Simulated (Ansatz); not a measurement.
A run of Ansatz 0.2.0:

input.yaml

```yaml
crystal:
  lattice:
    - [0.0, 2.1657188437, 2.1657188437]
    - [2.1657188437, 0.0, 2.1657188437]
    - [2.1657188437, 2.1657188437, 0.0]
  atoms:
    - { symbol: Ti, position: [0.0, 0.0, 0.0] }
    - { symbol: C, position: [0.5, 0.5, 0.5] }
hamiltonian:
  xc: r2scan
  pseudopotentials: { kind: paw }
  hubbard:
    sites: [{ species: Ti, l: d, u_eff: 1.0 }]
    projectors: ortho-atomic
    double_counting: fll
kpoints:
  mp_grid: { grid: [11, 11, 11] }
scf:
  occupations: { method: fermi_dirac, width: 0.05 }
output:
  forces: true
  stress: true
  eigenvalues: true
  xc_energy_on_converged_density: [lda, pbe, pbesol, rpbe, revpbe, blyp]
```

Potentials or basis: Ansatz PAW.

Launch:

```sh
$ ansatz run input.yaml --threads 1 --pin off --max-ram 2560MiB --backend cpu --events-out ev --progress --plain --runs-dir out
```

Hardware: 1 thread of Arm Neoverse V1, on a shared host.

Estimate the wall time of this run.

Wall time 4 s on 1 thread of Arm Neoverse V1, with other jobs on the host, peak memory 0.35 GiB. Counts: scf iterations 8, plane waves 531, k points 56, bands 12.
